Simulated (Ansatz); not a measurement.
# NiO: the cost of one run

Computed with Ansatz 0.2.0 (DFT PBE, PAW, plane waves, scalar-relativistic, unless a step's input says otherwise).

### 1 The structure to begin with

It takes space group Fm-3m (No. 225, cubic). Conventional cell: a = 4.194 Å, b = 4.194 Å, c = 4.194 Å, α = 90.00°, β = 90.00°, γ = 90.00°. Around Ni (site symmetry m-3m) lie 6 O at 2.10 Å. O (site symmetry m-3m) has 6 Ni at 2.10 Å in its first shell of neighbours.

Coordinates:

```xyz
4
Lattice="4.1939 2.0970 2.0970 2.0970 4.1939 2.0970 2.0970 2.0970 4.1939" Properties=species:S:1:pos:R:3 pbc="T T T"
Ni    0.0000    0.0000    0.0000
Ni    4.1939    4.1939    4.1939
O     2.0970    2.0970    2.0970
O     6.2908    6.2908    6.2909
```

In tables a label like O4 counts atoms in the order of input.yaml; a structure file may count by element.

Known so far: 8 plain starts ended in 3 states. The lowest came from “opposed moments +-, plain SCF [Ni1 2.00, Ni2 -2.00 μB]”: antiferromagnetic, site moments Ni1 1.37, Ni2 -1.37 μB, total 0.00 μB per cell, a gap of 0.96 eV on the k-mesh, free energy -12811.8804 eV.

Runs to come: parallel moments, default search for lower states; opposed moments +-, default search for lower states; the moments typed in its input, symmetry off, plain SCF; the moments typed in its input, standard search for lower states.

A plain SCF has the search for lower states switched off and ends at the first converged state. The default search lets the program follow hints of a lower state (another filling of open shells, a soft direction), where it sees any. The standard and full searches may also try other magnetic orders and fillings, and need not reach the lowest state. With a search on, the program may also reshape the start on open shells. 

Moments by site are taken inside atomic spheres; the rest lies between them.

### 2 Parallel moments, default search for lower states

input.yaml reads:

```yaml
crystal:
  lattice:
    - [4.1939, 2.09695, 2.09695]
    - [2.09695, 4.1939, 2.09695]
    - [2.09695, 2.09695, 4.1939]
  atoms:
    - { symbol: Ni, position: [0.0, 0.0, 0.0], spin: 2.0 }
    - { symbol: Ni, position: [0.5, 0.5, 0.5], spin: 2.0 }
    - { symbol: O, position: [0.25, 0.25, 0.25] }
    - { symbol: O, position: [0.75, 0.75, 0.75] }
magnetization:
  spin_polarized: true
hamiltonian:
  xc: pbe
  pseudopotentials: { kind: paw }
basis:
  ecutwfc: 420
kpoints:
  mp_grid: { grid: [8, 8, 8] }
scf:
  occupations: { method: gaussian, width: 0.03 }
output:
  forces: true
  stress: true
  write_density: true
  write_potential: true
  elf: true
  volumetric_format: npy
```

Started as:

```sh
$ ansatz run input.yaml --threads 2 --pin off --max-ram 5120MiB --backend cpu --events-out ev --progress --plain --runs-dir out
```

Q: Estimate wall time and peak memory on 2 threads of Arm Neoverse V1, shared host.

About 10 s, with a peak of 0.42 GiB.
